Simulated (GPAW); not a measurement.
Input of a GPAW 26.7.0 run:

The input run.py:

```python
from ase import Atoms
from ase.dft.bandgap import bandgap
from ase.io import write
from ase.units import GPa
from gpaw import GPAW, PW, setup_paths

setup_paths.insert(0, '.')

atoms = Atoms(['Ba', 'Zr', 'O', 'O', 'O'],
              cell=[[4.19134, 0.0, 0.0],
                    [0.0, 4.19134, 0.0],
                    [0.0, 0.0, 4.19134]],
              scaled_positions=[[0.0, 0.0, 0.0],
                                [0.5, 0.5, 0.5],
                                [0.5, 0.5, 0.0],
                                [0.5, 0.0, 0.5],
                                [0.0, 0.5, 0.5]],
              pbc=True)

calc = GPAW(mode=PW(800),
            xc='PBEsol',
            kpts={'size': (6, 6, 6), 'gamma': True},
            occupations={'name': 'fermi-dirac', 'width': 0.05},
            nbands=36,
            convergence={'density': 1e-05, 'energy': 1e-05},
            maxiter=150,
            txt='gpaw.txt')
atoms.calc = calc
energy = atoms.get_potential_energy()
forces = atoms.get_forces()
stress = atoms.get_stress()
calc.write('gs.gpw')
write('result.traj', atoms)
print(f'Energy: {energy:.6f} eV')
print('Forces (eV/A):')
print(forces.round(4))
print('Stress (GPa):', (stress / GPa).round(3))
print('Fermi level:', round(calc.get_fermi_level(), 4), 'eV')
print(f'Gap: {bandgap(calc)[0]:.4f} eV, direct: {bandgap(calc, direct=True)[0]:.4f} eV')

path = atoms.cell.bandpath('GXMGRX,MR', npoints=60, eps=1e-4)
bs_calc = calc.fixed_density(kpts=path, symmetry='off', nbands=54,
                             convergence={'bands': 'CBM+6.0', 'eigenstates': 1e-6}, txt='bands.txt')
bs = bs_calc.band_structure()
bs.write('bs.json')
print(f'Gap on the path: {bandgap(bs_calc)[0]:.4f} eV')
```

Potentials or basis: PAW data sets generated in the run's folder for this functional, pw.

Run with:

```bash
$ gpaw-setup -f PBEsol Ba O Zr
$ OMP_NUM_THREADS=1 python run.py
```

Task: Estimate the pressure.

Result: -1.5 GPa.

Task: Estimate the band gap along the path.

Result: 3.11 eV, indirect (least direct gap 3.33 eV).

Levels at the corners of the path, in eV from the valence-band top:
```
point  band 18  band 19  band 20  band 21  band 22  band 23
    Γ    -0.22    -0.22    -0.22     3.11     3.11     3.11
    X    -1.71    -0.45    -0.45     3.55     5.68     5.68
    M    -0.93    -0.79    -0.07     5.65     5.65     6.43
    Γ    -0.22    -0.22    -0.22     3.11     3.11     3.11
    R     0.00     0.00     0.00     5.94     5.94     5.94
    X    -1.71    -0.45    -0.45     3.55     5.68     5.68
    M    -0.93    -0.79    -0.07     5.65     5.65     6.43
    R     0.00     0.00     0.00     5.94     5.94     5.94
```

Caveat: spin-orbit coupling is left out, which moves the levels of the heavy elements. As with any semilocal functional, this PBEsol gap is likely too small.
